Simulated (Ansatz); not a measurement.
# Sn (Fd-3m) in Ansatz: a series of runs

One crystal, Sn, is run at these levels: PBEsol; tasks: band structure.

Program: Ansatz 0.2.0. These are calculated values, not measurements. Logs are shortened: lines on timing, memory, paths and dates and some standing lists are left out, and cuts for length are marked.

## 1. The structure

The structure is cubic, space group Fd-3m (No. 227). The conventional cell has a = 6.467 Å, b = 6.467 Å, c = 6.467 Å, α = 90.00°, β = 90.00°, γ = 90.00°. Sn (site symmetry -43m) is surrounded by 4 Sn at 2.80 Å.

This isn't the form of Sn at room conditions, which is tetragonal (white tin).

## 2. Band structure, PBEsol

Contents of input.yaml:

```yaml
crystal:
  lattice:
    - [0.0, 3.2333428, 3.2333428]
    - [3.2333428, 0.0, 3.2333428]
    - [3.2333428, 3.2333428, 0.0]
  atoms:
    - { symbol: Sn, position: [0.75, 0.75, 0.75] }
    - { symbol: Sn, position: [0.5, 0.5, 0.5] }
kpoints:
  mp_grid: { grid: [7, 7, 7] }
  band_path:
    path:
      - [0.0, 0.0, 0.0]
      - [0.5, 0.0, 0.5]
      - [0.5, 0.25, 0.75]
      - [0.375, 0.375, 0.75]
      - [0.0, 0.0, 0.0]
      - [0.5, 0.5, 0.5]
      - [0.625, 0.25, 0.625]
      - [0.5, 0.25, 0.75]
    npoints: 10
scf:
  occupations: { method: fermi_dirac, width: 0.05 }
hamiltonian:
  xc: pbesol
  pseudopotentials:
    kind: all_electron
    lapw: { basis_error: 0.001 }
    dirac_shells: { Sn: ["3p", "3d"] }
output:
  forces: true
  stress: true
  eigenvalues: true
```

Potentials or basis: all-electron LAPW, inner shells corrected to Dirac's equation.

Launch:

```console
$ ansatz run input.yaml --threads 1 --pin off --max-ram 3072MiB --backend cpu --events-out ev --progress --plain --runs-dir out
```

The log of the run:

```text
Warning: RAYON_NUM_THREADS=1 ignored (pool sized by the plan → 1); use --threads N
LAPW: plane waves up to 8.210 Å⁻¹, error target 1.0e-3 eV per atom; small_component_spin mean_spin; Sn in spheres of 1.400 Å, 22 of its electrons in bands, Dirac shells [2p, 3p, 3d] (how accurate: hamiltonian.pseudopotentials.lapw.basis_error, Limitations)
Engine: ansatz 0.2.0, x86_64-unknown-linux-gnu
Pseudopotentials: kind: all_electron
Pseudopotential: Sn, LAPW, valence charge 22, lapw/all_electron/scalar/gaussian/Sn, Koelling and Harmon's equation with Dirac's for 2p 3p 3d, gaussian nucleus
Functional definition: PBEsol
  exchange = pbesol_x
  correlation = pbesol_c
Crystal: 2 atoms, lattice volume = 67.606 Å³
Basis set: ecut = 256.8109822678236 eV, 609 PW (Γ), exchange–correlation at level 2
Bands: 27, of which v1, the nominal top of the filled ones, is band 22 counted from 1 (21 counted from 0)
Symmetry: 48 space group operations
Space group: Fd-3m (ITA 227), of the structure as read, at distance tolerance 4.1e-5 Å
k-points: 20 of 343
Non-local potential: Sn, projectors of the file, none
Initial density: superposition of atomic densities (chi_scale 0.1, normalization cell)
Initial wavefunctions: plane waves of lowest kinetic energy (no species holds an atomic orbital)
Functional: x = pbesol(κ = 0.804, μ = 0.12345679012345678), c = pbesol(β = 0.046)
iter 1 solved again at ethr=6.57e-4 eV; its pass at ethr=1.00e-1 eV (dr2=2.89e-1 eV) is discarded
SCF iter   1: F=—  HF=-336125.240035 eV  |F-HF|=—  |Δ(HF+E_count)|=         —  Δρ=1.86e-2  dr2=2.91e-1  ethr=6.57e-4  ⟨swp⟩=2.8  Hψ=3479  notcnv=0
preconditioner: auto → none  [insulator: Δε(μ)=0.339 eV  Ē_g=20.768 eV  σ=0.050 eV  W_gap=0.80  n_scr=14 (ndim 8)  ℏωp=23.9 eV  f_vac=0.119  D(μ)=0.21/eV (n_scr^D=0)  ε∞_Penn≈2.3]
SCF iter   2: F=—  HF=-336125.170010 eV  |F-HF|=—  |Δ(HF+E_count)|=   7.00e-2  Δρ=8.11e-3  dr2=5.37e-2  ethr=6.57e-4  ⟨swp⟩=2.0  Hψ=1595  notcnv=0
iter 3 solved again at ethr=4.42e-7 eV; its pass at ethr=1.22e-4 eV (dr2=1.95e-4 eV) is discarded
SCF iter   3: F=—  HF=-336125.161046 eV  |F-HF|=—  |Δ(HF+E_count)|=   8.96e-3  Δρ=6.70e-4  dr2=1.98e-4  ethr=4.42e-7  ⟨swp⟩=3.0  Hψ=2758  notcnv=0
SCF iter   4: F=—  HF=-336125.160051 eV  |F-HF|=—  |Δ(HF+E_count)|=         —  Δρ=2.19e-4  dr2=2.39e-5  ethr=4.42e-7  ⟨swp⟩=2.9  Hψ=1537  notcnv=0
the basis was enlarged: its passes take 189.0 KiB over the memory plan, 1 of 1 planned eigensolver slots
SCF iter   5: F=—  HF=-336125.160076 eV  |F-HF|=—  |Δ(HF+E_count)|=   2.45e-5  Δρ=3.21e-5  dr2=6.35e-7  ethr=5.42e-8  ⟨swp⟩=3.0  Hψ=1569  notcnv=0
SCF iter   6: F=-336125.160077 eV  HF=-336125.160077 eV  |F-HF|=1.81e-8  |Δ(HF+E_count)|=   1.22e-6  Δρ=3.64e-6  dr2=9.33e-9  ethr=1.44e-9  ⟨swp⟩=3.0  Hψ=1585  notcnv=0
SCF 1 converged in 6 iterations: F = -336125.160077 eV  dr2 = 9.33e-9
NSCF: frozen V_eff on 71 k-points
SCF converged after 6 iterations
Free energy (F): -336125.160077 eV
Harris-Foulkes:  -336125.160077 eV  (|F-HF|=1.81e-8)
Internal energy: -336125.158115 eV  (E = F + TS)
E sigma→0 (E₀):  -336125.159096 eV
Entropy (-TS):   -0.001961 eV (-0.981 meV/atom)
Fermi energy:    10.127090 eV
--- Per-component energies (eV) ---
  E_band       = -1556.456999
  E_kinetic    = 353869.506291
  E_xc         = -8849.291666
  E_electrostatic = -681145.372741  (all electrons and nuclei)
  E_smearing   = -0.001961  (= −TS)
  E_closure    = 0.000000  (closes the sum)
  E_atoms      = -336116.781506  (free atoms, spherical and without spin; not in F)
  Σ components = -336125.160077   (vs F -336125.160077, Δ=0.00e0)
  Basis errors (estimates in eV, not in F): energy 4.3e-4 per atom: plane waves 3.9e-4 (2.3e-4 summed), levels above the bands 1.8e-55, relativity 1.1e-8, radial functions 3.4e-5, core shells 4.4e-8; eigenvalues (radial functions only) 3.7e-7; not estimated: angular momenta, meshes, grids; target (lapw.basis_error) 1.0e-3; muffin-tin radii Sn 1.400 Å
--- Forces (eV/Å), atoms counted from 1 ---
  atom   1  Sn     0.00000000     0.00000000     0.00000000
  atom   2  Sn    -0.00000000     0.00000000    -0.00000000
  max |Σ_I F_I| component: 1.73e-18 eV/Å
--- Stress (GPa, compression-positive) ---
        1.556042      -0.000000       0.000000
       -0.000000       1.556042      -0.000000
        0.000000      -0.000000       1.556042
  P = ⅓ Tr σ = 1.5560 GPa (15.560 kbar)
--- Band table (eV; the first three rows and the last of 20) ---
  k-point 0: bands = ["-119.0724", "-119.0691", "-74.9099", "-74.9099", "-74.9099", "-74.8948", "-74.8948", "-74.8948", "-11.4565", "-11.4565", "-11.4565", "-11.3941", "-11.3941", "-11.0739", "-11.0739", "-11.0739", "-11.0633", "-11.0633", "-0.5146", "9.5706", "10.2747", "10.2747", "10.2747", "12.3372", "12.3372", "12.3372", "15.0527"]
  k-point 1: bands = ["-119.0723", "-119.0693", "-74.9100", "-74.9100", "-74.9095", "-74.8951", "-74.8946", "-74.8946", "-11.4701", "-11.4701", "-11.4515", "-11.3747", "-11.3747", "-11.0998", "-11.0998", "-11.0803", "-11.0410", "-11.0410", "-0.3153", "7.7357", "9.9159", "9.9159", "10.7698", "12.7949", "12.7949", "13.2336", "16.0078"]
  k-point 2: bands = ["-119.0720", "-119.0696", "-74.9104", "-74.9104", "-74.9088", "-74.8959", "-74.8942", "-74.8942", "-11.4861", "-11.4861", "-11.4399", "-11.3470", "-11.3470", "-11.1236", "-11.1236", "-11.0951", "-11.0237", "-11.0237", "0.2515", "5.6302", "9.3928", "9.3928", "10.4290", "13.3303", "13.3303", "15.2051", "16.2552"]
  k-point 19: bands = ["-119.0710", "-119.0705", "-74.9118", "-74.9115", "-74.9037", "-74.9010", "-74.8932", "-74.8928", "-11.5321", "-11.5189", "-11.3456", "-11.2751", "-11.2554", "-11.2219", "-11.2159", "-11.1612", "-10.9851", "-10.9723", "2.2274", "3.1298", "6.7874", "7.6170", "12.3642", "14.1091", "14.7034", "14.7077", "17.9192"]
```

Wall time 18 s (1 thread of AMD EPYC 7R43 (Zen 3), shared host); peak memory 0.33 GiB.

What came out:

```
Free energy             : -336125.1601 eV
Pressure                : 1.6 GPa
Band gap along the path : none (metal or under the smearing width)
```

Levels at the corners of the path, in eV from the Fermi level:
| point | band 20 | band 21 | band 22 | band 23 | band 24 | band 25 |
| --- | --- | --- | --- | --- | --- | --- |
| Γ | -0.56 | 0.15 | 0.15 | 0.15 | 2.21 | 2.21 |
| X | -7.51 | -2.44 | -2.44 | 0.81 | 0.81 | 7.84 |
| W | -7.45 | -3.05 | -3.05 | 3.49 | 3.49 | 4.04 |
| K | -7.02 | -3.39 | -2.08 | 1.10 | 3.40 | 5.82 |
| Γ | -0.56 | 0.15 | 0.15 | 0.15 | 2.21 | 2.21 |
| L | -6.30 | -1.08 | -1.08 | 0.02 | 3.28 | 3.28 |
| U | -7.02 | -3.39 | -2.08 | 1.10 | 3.40 | 5.82 |
| W | -7.45 | -3.05 | -3.05 | 3.49 | 3.49 | 4.04 |

Caveat: spin-orbit coupling is left out, which moves the levels of the heavy elements.

## 3. Band structure, PBEsol

Edit input.yaml of step 2 so:

```diff
@@ -9,3 +9,3 @@
 kpoints:
-  mp_grid: { grid: [7, 7, 7] }
+  mp_grid: { grid: [5, 5, 5] }
   band_path:
@@ -25,6 +25,3 @@
   xc: pbesol
-  pseudopotentials:
-    kind: all_electron
-    lapw: { basis_error: 0.001 }
-    dirac_shells: { Sn: ["3p", "3d"] }
+  pseudopotentials: { kind: all_electron, lapw: { basis_error: 0.001 } }
 output:
```

Potentials or basis: all-electron LAPW, scalar-relativistic.

Launch:

```console
$ ansatz run input.yaml --threads 1 --pin off --max-ram 3072MiB --backend cpu --events-out ev --progress --plain --runs-dir out
```

Wall time 14 s (1 thread of AMD EPYC 7R43 (Zen 3), shared host); peak memory 0.3 GiB.

The run converged. Its results:

| Item | Value |
| --- | --- |
| Free energy | -336029.9119 eV |
| Pressure | 1.8 GPa |
| Band gap along the path | none (metal or under the smearing width) |

Levels at the corners of the path, in eV from the Fermi level:
```csv
point,band 18,band 19,band 20,band 21,band 22,band 23,band 24,band 25,band 26,band 27
Γ,-21.20,-10.66,-0.58,0.13,0.13,0.13,2.19,2.19,2.19,4.91
X,-21.13,-7.53,-7.53,-2.47,-2.47,0.78,0.78,7.81,7.81,9.35
W,-21.12,-7.46,-7.46,-3.07,-3.07,3.46,3.46,4.02,4.02,9.13
K,-21.11,-7.93,-7.04,-3.41,-2.10,1.07,3.38,5.80,6.07,6.79
Γ,-21.20,-10.66,-0.58,0.13,0.13,0.13,2.19,2.19,2.19,4.91
L,-21.16,-9.01,-6.32,-1.10,-1.10,0.00,3.25,3.25,5.55,8.49
U,-21.11,-7.93,-7.04,-3.41,-2.10,1.07,3.38,5.80,6.07,6.79
W,-21.12,-7.46,-7.46,-3.07,-3.07,3.46,3.46,4.02,4.02,9.13
```

Caveat: the k mesh is thin for a metal, which can move the energy by tens of meV per atom; spin-orbit coupling is left out, which moves the levels of the heavy elements.

## 4. Band structure, PBEsol, spin-orbit coupling, no magnetisation

Edit input.yaml of step 3 so:

```diff
@@ -26,2 +26,5 @@
   pseudopotentials: { kind: all_electron, lapw: { basis_error: 0.001 } }
+magnetization:
+  noncollinear: true
+  spin_orbit: true
 output:
```

Potentials or basis: all-electron LAPW, relativistic spinors.

Launch:

```console
$ ansatz run input.yaml --threads 1 --pin off --max-ram 3072MiB --backend cpu --events-out ev --progress --plain --runs-dir out
```

The log of the run:

```text
Warning: RAYON_NUM_THREADS=1 ignored (pool sized by the plan → 1); use --threads N
LAPW: plane waves up to 8.210 Å⁻¹, error target 1.0e-3 eV per atom; Dirac's equation on spinors; Sn in spheres of 1.400 Å, 22 of its electrons in bands (how accurate: hamiltonian.pseudopotentials.lapw.basis_error, Limitations)
[... 62 lines left out ...]
  k-point 2: bands = ["-119.0133", "-119.0133", "-119.0115", "-119.0115", "-80.1459", "-80.1459", "-80.1396", "-80.1396", "-72.5578", "-72.5578", "-72.5510", "-72.5510", "-72.5453", "-72.5453", "-72.5386", "-72.5386", "-11.9241", "-11.9241", "-11.8824", "-11.8824", "-11.8457", "-11.8457", "-11.7989", "-11.7989", "-10.9406", "-10.9406", "-10.8841", "-10.8841", "-10.8347", "-10.8347", "-10.6857", "-10.6857", "-10.6767", "-10.6767", "-10.6517", "-10.6517", "0.8652", "0.8652", "4.3260", "4.3260", "8.9021", "8.9021", "9.3417", "9.3417", "10.2158", "10.2158", "13.2944", "13.2944", "13.5208", "13.5208", "15.8052", "15.8052", "17.1596", "17.1596"]
  k-point 9: bands = ["-119.0128", "-119.0128", "-119.0120", "-119.0120", "-80.1441", "-80.1441", "-80.1414", "-80.1414", "-72.5570", "-72.5570", "-72.5501", "-72.5501", "-72.5463", "-72.5463", "-72.5393", "-72.5393", "-11.9220", "-11.9220", "-11.8878", "-11.8878", "-11.8444", "-11.8444", "-11.7939", "-11.7939", "-10.9276", "-10.9276", "-10.8772", "-10.8772", "-10.8212", "-10.8212", "-10.7672", "-10.7672", "-10.6652", "-10.6652", "-10.6118", "-10.6118", "1.8286", "1.8286", "3.5990", "3.5990", "6.9329", "6.9329", "7.7210", "7.7210", "12.8482", "12.8482", "13.0832", "13.0832", "13.8685", "13.8685", "16.1642", "16.1642", "17.6897", "17.6897"]
```

bands.tsv:

```text
[... 85 lines left out ...]
```

Run time: 96 s. Hardware: 1 thread of AMD EPYC 7R43 (Zen 3), shared host; peak memory 0.49 GiB.

What came out:

```
Free energy             : -336128.1310 eV
Pressure                : 1.6 GPa
Band gap along the path : none (metal or under the smearing width)
```

Levels at the corners of the path, in eV from the Fermi level:
| point | band 42 | band 43 | band 44 | band 45 | band 46 | band 47 |
| --- | --- | --- | --- | --- | --- | --- |
| Γ | -0.31 | 0.38 | 0.38 | 0.38 | 0.38 | 1.89 |
| X | -2.45 | -2.45 | -2.45 | 0.82 | 0.82 | 0.82 |
| W | -3.14 | -2.96 | -2.96 | 3.31 | 3.31 | 3.63 |
| K | -3.39 | -2.08 | -2.08 | 1.10 | 1.10 | 3.40 |
| Γ | -0.31 | 0.38 | 0.38 | 0.38 | 0.38 | 1.89 |
| L | -1.30 | -0.86 | -0.86 | 0.03 | 0.03 | 3.17 |
| U | -3.39 | -2.08 | -2.08 | 1.10 | 1.10 | 3.40 |
| W | -3.14 | -2.96 | -2.96 | 3.31 | 3.31 | 3.63 |

Caveat: the k mesh is thin for a metal, which can move the energy by tens of meV per atom.

## 5. Summary

```tsv
potentials or basis	spin	k mesh	pressure (GPa)
all-electron LAPW, inner shells corrected to Dirac's equation	off	7 × 7 × 7	1.6
all-electron LAPW, scalar-relativistic	off	5 × 5 × 5	1.8
all-electron LAPW, relativistic spinors	SOC, no magnetisation	5 × 5 × 5	1.6
```

Alike in all rows: task band structure; level PBEsol; cell as given; cutoff (eV) 257; smearing fermi-dirac 0.05 eV; basis error allowed 0.001 eV/atom.

Caveats: spin-orbit coupling is left out, which moves the levels of the heavy elements (some runs); the k mesh is thin for a metal, which can move the energy by tens of meV per atom (some runs).

Compare energies only between runs with the same functional and basis.
